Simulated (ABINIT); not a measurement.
## CdSe (F-43m): G0W0 with ABINIT, start to end

How does a plane-wave GW calculation on CdSe (F-43m) run from the first input to the gap?

Program: ABINIT 10.8.3. Level of theory: PBE and many-body steps on it, plane waves. Results are calculated unless marked as measured.

**The experiments to reproduce.**

- Gap 1.69 ± 0.02 eV: direct gap from (alpha E)^2 extrapolation; spectroscopic ellipsometry; 300 K; film (fully relaxed MBE film, 304 nm) on GaAs(100) (“Band gap bowing of binary alloys: Experimental results compared to theoretical tight-binding supercell calculations for CdZnSe”, 2010, arxiv:1007.2297).

### 1. The structure

Symmetry: F-43m, No. 216, cubic system. The conventional cell has a = 6.141 Å, b = 6.141 Å, c = 6.141 Å, α = 90.00°, β = 90.00°, γ = 90.00°. Nearest to Cd lie 4 Se at 2.66 Å. Nearest to Se lie 4 Cd at 2.66 Å. Farther neighbours and most contacts between anions are not listed.

As a file:

```cif
data_structure
_symmetry_space_group_name_H-M 'F-43m'
_symmetry_Int_Tables_number 216
_cell_length_a 6.1405
_cell_length_b 6.1405
_cell_length_c 6.1405
_cell_angle_alpha 90.000
_cell_angle_beta 90.000
_cell_angle_gamma 90.000
_cell_volume 231.54
loop_
_atom_site_label
_atom_site_type_symbol
_atom_site_symmetry_multiplicity
_atom_site_Wyckoff_symbol
_atom_site_fract_x
_atom_site_fract_y
_atom_site_fract_z
_atom_site_occupancy
Cd1 Cd 4 a 0.00000 0.00000 0.00000 1
Se1 Se 4 c 0.25000 0.25000 0.25000 1
```

The cell and positions are those that the Materials Project relaxed with its own functionals (PBE, PBE+U or r2SCAN), kept fixed.

### 2. Ground state

This step: ABINIT 10.8.3; DFT, PBE, plane waves, norm-conserving pseudopotentials.

The ground-state density comes first.

The input, run.abi:

```
acell 3*1.0 Angstrom
rprim 
  -0.000000000000 3.070271198600 3.070271198600
  3.070271198600 -0.000000000000 3.070271198600
  3.070271198600 3.070271198600 -0.000000000000
ntypat 2
znucl 48 34
natom 2
typat 1 2
xred 
  0.000000000000 0.000000000000 0.000000000000
  0.750000000000 0.750000000000 0.750000000000
pp_dirpath "pseudos"
pseudos "Cd.upf, Se.upf"
ecut 48
ngkpt 6 6 6
nshiftk 1
shiftk 0 0 0
kptopt 1
chksymbreak 0
nband 27
occopt 1
tolvrs 1e-10
nstep 60
prtwf 0
indata_prefix "in"
outdata_prefix "out"
tmpdata_prefix "tmp"
```

Started as:

```bash
$ OMP_NUM_THREADS=1 mpirun -n 4 abinit run.abi > log
```

Numbers of over 12 decimals in the logs are rounded to 6 here.

Output:

```text
.Version 10.8.3 of ABINIT. v10.8.2 released Aug 2026.

 Symmetries : space group F-4 3 m (#216); Bravais cF (face-center cubic)
================================================================================
 Values of the parameters that define the memory need of the present run
     intxc =       0    ionmov =       0      iscf =       7    lmnmax =       6
     lnmax =       6     mgfft =      54  mpssoang =       3    mqgrid =    3001
     natom =       2  nloc_mem =       1    nspden =       1   nspinor =       1
    nsppol =       1      nsym =      24    n1xccc =    2501    ntypat =       2
    occopt =       1   xclevel =       2
-    mband =          27        mffmem =           1         mkmem =           4
       mpw =        6233          nfft =      157464          nkpt =          16
================================================================================
  Rough estimation (10% accuracy) of disk space for files :
================================================================================

--------------------------------------------------------------------------------
------------- Echo of variables that govern the present computation ------------
--------------------------------------------------------------------------------
 -outvars: echo values of preprocessed input variables --------
            acell      1.8897261259E+00  1.8897261259E+00  1.8897261259E+00 Bohr

      chksymbreak           0
             ecut      4.80000000E+01 Hartree
-          fftalg         312

              ixc     -101130
              kpt      0.00000000E+00  0.00000000E+00  0.00000000E+00
                       1.66666667E-01  0.00000000E+00  0.00000000E+00
                       3.33333333E-01  0.00000000E+00  0.00000000E+00
                       5.00000000E-01  0.00000000E+00  0.00000000E+00
                       1.66666667E-01  1.66666667E-01  0.00000000E+00
                       3.33333333E-01  1.66666667E-01  0.00000000E+00
                       5.00000000E-01  1.66666667E-01  0.00000000E+00
                      -3.33333333E-01  1.66666667E-01  0.00000000E+00
                      -1.66666667E-01  1.66666667E-01  0.00000000E+00
   [... 5 further rows ...]
                      -3.33333333E-01  3.33333333E-01  1.66666667E-01
                      -3.33333333E-01  5.00000000E-01  1.66666667E-01
         kptrlatt        6    0    0      0    6    0      0    0    6
          kptrlen      4.92313624E+01
P           mkmem           4
            natom           2
            nband          27
            ngfft          54      54      54
             nkpt          16
            nstep          60
             nsym          24
           ntypat           2
              occ      2.000000  2.000000  2.000000  2.000000  2.000000  2.000000
                       2.000000  2.000000  2.000000  2.000000  2.000000  2.000000
                       2.000000  2.000000  2.000000  2.000000  2.000000  2.000000
                       2.000000  2.000000  2.000000  2.000000  0.000000  0.000000
[...]
prtwf           0
            rprim     -0.0000000000E+00  3.0702711986E+00  3.0702711986E+00
[...]
spgroup         216

           tolvrs      1.00000000E-10

             xred      0.0000000000E+00  0.0000000000E+00  0.0000000000E+00
[...]
znucl       48.00000   34.00000

================================================================================

 chkinp: Checking input parameters for consistency.

================================================================================
== DATASET  1 ==================================================================
-   mpi_nproc: 4, omp_nthreads: 1 (-1 if OMP is not activated)

--- !DatasetInfo
iteration_state: {dtset: 1, }
dimensions: {natom: 2, nkpt: 16, mband: 27, nsppol: 1, nspinor: 1, nspden: 1, mpw: 6233, }
cutoff_energies: {ecut:  48.0, pawecutdg:  -1.0, }
electrons: {nelect:   4.40000000E+01, charge:   0.00000000E+00, occopt:   1.00000000E+00, tsmear:   1.00000000E-02, }

 Real(R)+Recip(G) space primitive vectors, cartesian coordinates (Bohr,Bohr^-1):
 R(1)=  0.0000000  5.8019717  5.8019717  G(1)= -0.0861776  0.0861776  0.0861776
 R(2)=  5.8019717  0.0000000  5.8019717  G(2)=  0.0861776 -0.0861776  0.0861776
 R(3)=  5.8019717  5.8019717  0.0000000  G(3)=  0.0861776  0.0861776 -0.0861776
 Unit cell volume ucvol=  3.9062210E+02 bohr^3
 Angles (23,13,12)=  6.00000000E+01  6.00000000E+01  6.00000000E+01 degrees

 getcut: wavevector=  0.0000  0.0000  0.0000  ngfft=  54  54  54
         ecut(hartree)=     48.000   => boxcut(ratio)=   2.11089

--- Pseudopotential description ------------------------------------------------
- Cd Generated using ONCVPSP code by D. R. Hamann
- 48.00000  20.00000  171031                  znucl, zion, pspdat
12 -101130 2 -1 1368                          pspcod,pspxc,lmax,lloc,mmax
     nproj     2     2     2
  pspatm : epsatm=   19.67729986
         --- l  ekb(1:nproj) -->
[...]
pspatm: atomic psp has been read  and splines computed

- Se Generated using ONCVPSP code by D. R. Hamann
- 34.00000  24.00000  171031                  znucl, zion, pspdat
12 -101130 2 -1 1214                          pspcod,pspxc,lmax,lloc,mmax
     nproj     2     2     2
  pspatm : epsatm=   25.39064422
         --- l  ekb(1:nproj) -->
[...]
pspatm: atomic psp has been read  and splines computed

   1.98298954E+03                                ecore*ucvol(ha*bohr**3)
--------------------------------------------------------------------------------

_setup2: Arith. and geom. avg. npw (full set) are    6205.468    6205.452

================================================================================

--- !BeginCycle
iteration_state: {dtset: 1, }
solver: {iscf: 7, nstep: 60, nline: 4, wfoptalg: 0, }
tolerances: {tolvrs: 1.00E-10, }

     iter   Etot(hartree)      deltaE(h)  residm     vres2
 ETOT  1  -512.09799868822    -5.121E+02 1.832E+00 4.803E+02
 ETOT  2  -513.43726474098    -1.339E+00 2.032E-02 3.017E+02
 ETOT  3  -513.47097606435    -3.371E-02 9.883E-04 1.140E+01
 ETOT  4  -513.47142403770    -4.480E-04 1.576E-04 3.720E+00
 ETOT  5  -513.47170863122    -2.846E-04 5.436E-05 8.122E-02
 ETOT  6  -513.47171616764    -7.536E-06 3.715E-05 7.719E-03
 ETOT  7  -513.47171642557    -2.579E-07 1.358E-05 4.974E-03
 ETOT  8  -513.47171677574    -3.502E-07 9.369E-06 1.597E-04
 ETOT  9  -513.47171679327    -1.753E-08 3.360E-06 1.031E-05
 ETOT 10  -513.47171679418    -9.139E-10 2.356E-06 1.773E-08
 ETOT 11  -513.47171679417     8.868E-12 8.456E-07 1.776E-09
 ETOT 12  -513.47171679415     1.694E-11 5.984E-07 2.181E-10
 ETOT 13  -513.47171679417    -1.580E-11 2.135E-07 4.150E-12

 At SCF step   13       vres2   =  4.15E-12 < tolvrs=  1.00E-10 =>converged.

 Cartesian components of stress tensor (hartree/bohr^3)
  sigma(1 1)=  6.36224953E-05  sigma(3 2)=  0.00000000E+00
  sigma(2 2)=  6.36224953E-05  sigma(3 1)=  0.00000000E+00
  sigma(3 3)=  6.36224953E-05  sigma(2 1)=  0.00000000E+00

--- !ResultsGS
iteration_state: {dtset: 1, }
comment   : Summary of ground state results
lattice_vectors:
- [ -0.0000000,   5.8019717,   5.8019717, ]
- [  5.8019717,  -0.0000000,   5.8019717, ]
- [  5.8019717,   5.8019717,  -0.0000000, ]
lattice_lengths: [   8.20523,    8.20523,    8.20523, ]
lattice_angles: [ 60.000,  60.000,  60.000, ] # degrees, (23, 13, 12)
lattice_volume:   3.9062210E+02
convergence: {deltae: -1.580E-11, res2:  4.150E-12, residm:  2.135E-07, diffor: null, }
etotal    :  -5.13471717E+02
entropy   :   0.00000000E+00
fermie    :   1.66673775E-01
cartesian_stress_tensor: # hartree/bohr^3
- [  6.36224953E-05,   0.00000000E+00,   0.00000000E+00, ]
- [  0.00000000E+00,   6.36224953E-05,   0.00000000E+00, ]
- [  0.00000000E+00,   0.00000000E+00,   6.36224953E-05, ]
pressure_GPa:  -1.8718E+00
xred      :
- [  0.0000E+00,   0.0000E+00,   0.0000E+00, Cd]
- [  7.5000E-01,   7.5000E-01,   7.5000E-01, Se]
cartesian_forces: # hartree/bohr
- [ -0.00000000E+00,  -0.00000000E+00,  -0.00000000E+00, ]
- [ -0.00000000E+00,  -0.00000000E+00,  -0.00000000E+00, ]
force_length_stats: {min:   0.00000000E+00, max:   0.00000000E+00, mean:   0.00000000E+00, }

 Integrated electronic density in atomic spheres:
 ------------------------------------------------
 Atom  Sphere_radius  Integrated_density
    1        2.00000         17.17162923
    2        2.00000         21.23608805
================================================================================

 ----iterations are completed or convergence reached----

 Mean square residual over all n,k,spin=   49.635E-11; max=  21.347E-08
 reduced coordinates (array xred) for    2 atoms
       0.000000000000      0.000000000000      0.000000000000
       0.750000000000      0.750000000000      0.750000000000
 rms dE/dt=  0.0000E+00; max dE/dt=  0.0000E+00; dE/dt below (all hartree)
    1       0.000000000000      0.000000000000      0.000000000000
    2       0.000000000000      0.000000000000      0.000000000000

 cartesian coordinates (angstrom) at end:
    1      0.000000     0.000000     0.000000
    2      4.605407     4.605407     4.605407

 cartesian forces (hartree/bohr) at end:
    1     -0.000000    -0.000000    -0.000000
    2     -0.000000    -0.000000    -0.000000
 frms,max,avg= 0.0000000E+00 0.0000000E+00   0.000E+00  0.000E+00  0.000E+00 h/b

 cartesian forces (eV/Angstrom) at end:
    1     -0.000000    -0.000000    -0.000000
    2     -0.000000    -0.000000    -0.000000
 frms,max,avg= 0.0000000E+00 0.0000000E+00   0.000E+00  0.000E+00  0.000E+00 e/A
 length scales=  1.889726125908  1.889726125908  1.889726125908 bohr
              =  1.000000000000  1.000000000000  1.000000000000 angstroms
 prteigrs : about to open file out_EIG
 Fermi (or HOMO) energy (hartree) =   0.16667   Average Vxc (hartree)=  -0.33769
 Eigenvalues (hartree) for nkpt=  16  k points:
 kpt#   1, nband= 27, wtk=  0.00463, kpt=  0.0000  0.0000  0.0000 (reduced coord)
  -7.44022   -5.21570   -5.21570   -5.21570   -3.56872   -2.13724   -2.13724   -2.13724
  -1.54673   -1.54673   -1.54673   -1.54661   -1.54661   -0.29035   -0.12155   -0.12155
  -0.12155   -0.10894   -0.10894    0.16667    0.16667    0.16667    0.18678    0.38514
   0.38514    0.38514    0.52216
 prteigrs : prtvol=0 or 1, do not print more k-points.

--- !EnergyTerms
iteration_state     : {dtset: 1, }
comment             : Components of total free energy in Hartree
kinetic             :  2.08049206662625E+02
hartree             :  2.11626225362383E+02
xc                  : -5.30301181629773E+01
Ewald energy        : -2.25987138032594E+02
psp_core            :  5.07649087411578E+00
local_psp           : -5.82864782280717E+02
non_local_psp       : -7.63416012170054E+01
total_energy        : -5.13471716794170E+02
total_energy_eV     : -1.39722772120731E+04
band_energy         : -8.27142593861161E+01

 Cartesian components of stress tensor (hartree/bohr^3)
  sigma(1 1)=  6.36224953E-05  sigma(3 2)=  0.00000000E+00
  sigma(2 2)=  6.36224953E-05  sigma(3 1)=  0.00000000E+00
  sigma(3 3)=  6.36224953E-05  sigma(2 1)=  0.00000000E+00

-Cartesian components of stress tensor (GPa)         [Pressure= -1.8718E+00 GPa]
- sigma(1 1)=  1.87183844E+00  sigma(3 2)=  0.00000000E+00
- sigma(2 2)=  1.87183844E+00  sigma(3 1)=  0.00000000E+00
- sigma(3 3)=  1.87183844E+00  sigma(2 1)=  0.00000000E+00

== END DATASET(S) ==============================================================
================================================================================

 -outvars: echo values of variables after computation  --------
           etotal     -5.1347171679E+02
            nband          27
             nkpt          16
          spgroup         216
 [... the other variables as echoed above ...]

 Calculation completed.
```

It took 38 s on 4 MPI ranks of Arm Neoverse V1, shared host; peak memory 0.41 GiB.

Numbers from this step:

- total energy: -13972.2772 eV
- gap: 0.5472 eV
- k of the valence top: 0, 0, 0
- k of the conduction bottom: 0, 0, 0
- least direct gap: 0.5472 eV
- pressure: -1.872 GPa

The gap is direct, at Γ.

The cutoff was set for levels, not for stress, so the pressure can be off by some GPa.

(Continued in part 2 of 3.)

[Paths, hosts, dates, memory and timing lines, banners, echoed tables and standing remarks are left out of the program output.]

[Logs are printed without paths, hosts, clocks, repeated set-up lines and the standing remarks that a program may print on its own settings, such as how far it seeks lower states.]

[Runs of the session that timed out or met a known fault of the program may be left out.]

[Hosts, paths, dates, database ids (printed as entryN), source tags and the programs' standing remarks are cut or masked in the printed files.]

[G0W0 gaps are taken among the corrected bands and points alone; a level outside them can change the order at an edge.]

[Where Ansatz stands beside ABINIT at settings called matched, ABINIT's density can come from a denser mesh and the files from another edition; pairs whose starting gaps differed by over 0.03 eV were left out, so agreement reads better than it is.]
